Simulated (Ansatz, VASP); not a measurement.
## Ir in VASP and in Ansatz

Contents of POSCAR:

```
Ir
1.0
    0.0000000000      1.9460005285      1.8681605073
    1.9460005285      0.0000000000      1.8681605073
    1.9460005285      1.9460005285      0.0000000000
Ir
1
Direct
    0.0000000000      0.0000000000      0.0000000000
```

INCAR.step1

```
SYSTEM = Ir
ALGO = Normal
EDIFF = 1E-4
ENCUT = 520
GGA = PE
ISMEAR = 0
LASPH = .True.
LCHARG = .False.
LREAL = .False.
LWAVE = .True.
NBANDS = 10
NELM = 100
PREC = Accurate
SIGMA = 0.15
```

INCAR.step2

```
SYSTEM = Ir
ALGO = Normal
EDIFF = 1E-7
ENCUT = 520
ISIF = 2
ISMEAR = 0
ISTART = 1
LASPH = .True.
LCHARG = .False.
LMIXTAU = .True.
LREAL = .False.
LWAVE = .False.
METAGGA = R2SCAN
NBANDS = 10
NELM = 100
PREC = Accurate
SIGMA = 0.15
```

File KPOINTS:

```
k-points
0
Gamma
  24 24 24
  0 0 0
```

Input for Ansatz:

```yaml
crystal:
  lattice:
    - [0.0, 1.9460005285, 1.8681605073]
    - [1.9460005285, 0.0, 1.8681605073]
    - [1.9460005285, 1.9460005285, 0.0]
  atoms:
    - { symbol: Ir, position: [0.0, 0.0, 0.0] }
basis:
  ecutwfc: 500
kpoints:
  mp_grid: { grid: [24, 24, 24] }
hamiltonian:
  xc: r2scan
scf:
  occupations: { method: gaussian, width: 0.15 }
output:
  forces: true
  stress: true
  eigenvalues: true
```

Alike in both runs: task single point; functional r2SCAN; k mesh 24 × 24 × 24; occupations gaussian, width 0.15 eV; no spin polarisation.

|  | VASP | Ansatz |
| --- | --- | --- |
| version | VASP 6.6.1 | Ansatz 0.2.0 |
| potentials or method | VASP PAW PBE potentials, release 64 (Ir) | scalar-relativistic, plane waves, PAW |
| plane-wave cutoff (eV) | 520 | 500 |
| valence electrons in the cell | 9 | 17 |

|  | VASP | Ansatz | Ansatz less VASP |
| --- | --- | --- | --- |
| gap on the k mesh at the Fermi level (eV) | none | none | - |
| pressure (GPa) | 4.4 | 1.9 | -2.54 |
| largest component of the traceless stress (GPa) | 10.35 | 10.34 | -0.005 |

A gap of «none» marks a metal or a gap that the smearing closes. The two sets of potentials don't hold the same shells in valence.

Caveats: the PAW data sets were made with another functional, which shifts forces and pressure a little (VASP). Spin-orbit coupling is left out, which matters for the levels of Ir.
